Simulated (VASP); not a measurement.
Write the native input for VASP 6.6.1 that does the following.

| Property | Result |
| --- | --- |
| Task | relaxation of cell and atoms |
| Functional | r2SCAN |
| Potentials or basis | VASP PAW PBE potentials, release 64 (Bi_d) |
| Cutoff | 520 eV |
| k mesh | 16 × 16 × 16 |
| Occupations | gaussian, width 0.1 eV |
| Spin | no spin polarisation |
| Target pressure | 40.8 GPa |
| Further INCAR settings | ALGO = Normal; EDIFF = 1e-07; IBRION = 2; EDIFFG = -0.002; NSW = 80; ISIF = 3 |
| Target pressure | 40.8 GPa |

The structure of Bi lies in POSCAR:

```
Bi
1.0
   -1.9814305300      1.9814305300      1.9814305300
    1.9814305300     -1.9814305300      1.9814305300
    1.9814305300      1.9814305300     -1.9814305300
Bi
1
Direct
    0.0000000000      0.0000000000      0.0000000000
```

This isn't the form of Bi at room conditions, which is rhombohedral.

One way to write it, as run:

INCAR

```
PREC = Accurate
ENCUT = 520
EDIFF = 1E-7
ISMEAR = 0
SIGMA = 0.1
LREAL = False
LASPH = True
NELM = 80
ALGO = Normal
ISIF = 3
LWAVE = False
LCHARG = False
METAGGA = R2SCAN
LMIXTAU = True
IBRION = 2
NSW = 80
EDIFFG = -0.002
PSTRESS = 408.0
```

KPOINTS

```
regular mesh
0
Gamma
  16 16 16
```

Potentials or basis: VASP PAW PBE potentials, release 64 (Bi_d).

Run with:

```bash
$ cat potpaw_PBE.64/Bi_d/POTCAR > POTCAR
$ mpirun -np 1 vasp_std > vasp.out
```

It gave:

```json
{
  "Relaxed volume": "22.29 Å³/atom",
  "Relaxed cell": "a = 3.071 Å, b = 3.071 Å, c = 3.071 Å, α = 109.47°, β = 109.47°, γ = 109.47°",
  "Space group after relaxing (to 0.05 Å)": "Im-3m (No. 229)",
  "Energy change on relaxing (the enthalpy is what falls)": "+822.5 meV/atom",
  "Ionic steps": "9",
  "Pressure after relaxing": "40.8 GPa",
  "Band gap on the k mesh": "none (metal or under the smearing width)"
}
```

Caveat: the cell is relaxed towards a set pressure, so the enthalpy falls and the energy may rise; the volume moved by over 15 % at a fixed basis, so the end points are rough; the PAW data sets were made with another functional, which shifts forces and pressure a little; spin-orbit coupling is left out, which moves the levels of the heavy elements.

Wall time 14 min on 1 thread of Intel(R) Xeon(R) 6975P-C (Granite Rapids) (shared host), peak memory 0.23 GiB.
